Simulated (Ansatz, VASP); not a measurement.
One calculation of PtS2, two programs

```
Pt S
1.0
     3.54320    0.00000    0.00000
    -1.77160    3.06850    0.00000
     0.00000    0.00000   10.07760
Pt S
2 4
Direct
  0.00000 0.00000 0.00000
  0.00000 0.00000 0.50000
  0.33333 0.66667 0.12500
  0.66667 0.33333 0.37500
  0.33333 0.66667 0.62500
  0.66667 0.33333 0.87500
```

Alike in both runs: task single point; functional PBEsol; k mesh 7 × 7 × 3; occupations gaussian, width 0.05 eV; collinear spin; Hubbard terms Pt d U = 4.0 eV.

|  | VASP | Ansatz |
| --- | --- | --- |
| version | VASP 6.6.1 | Ansatz 0.2.0 |
| potentials or method | VASP PAW PBE potentials, release 64 (Pt, S) | scalar-relativistic, plane waves, PAW |
| plane-wave cutoff (eV) | 520 | 420 |
| valence electrons in the cell | 44 | 60 |

Ansatz gave:

```
gap on the k mesh at the Fermi level (eV)       : 0.23
least direct gap on the mesh (eV)               : 0.83
pressure (GPa)                                  : -2.3
largest component of the traceless stress (GPa) : 1.45
rms of the force components (eV/Å)              : 0.203
net moment per atom (μB)                        : 0.00
```

Q: Estimate VASP's values.

A: gap on the k mesh at the Fermi level (eV): 0.22; least direct gap on the mesh (eV): 0.84; pressure (GPa): -5.7; largest component of the traceless stress (GPa): 0.21; rms of the force components (eV/Å): 0.359; net moment per atom (μB): 0.00.

The programs project onto different local orbitals, so the same U acts differently. The two sets of potentials don't hold the same shells in valence. Ansatz warned: «given_moment_on_shells».

Caveats: the PAW data sets were made with another functional, which shifts forces and pressure a little (VASP); spin-orbit coupling is left out, which moves the levels of the heavy elements; an odd mesh through Γ misses points on the zone boundary, where band edges often lie; the cell's inner coordinates are idealised or old, which leaves forces on the atoms. The state reached can hang on the start; a lower one may exist.
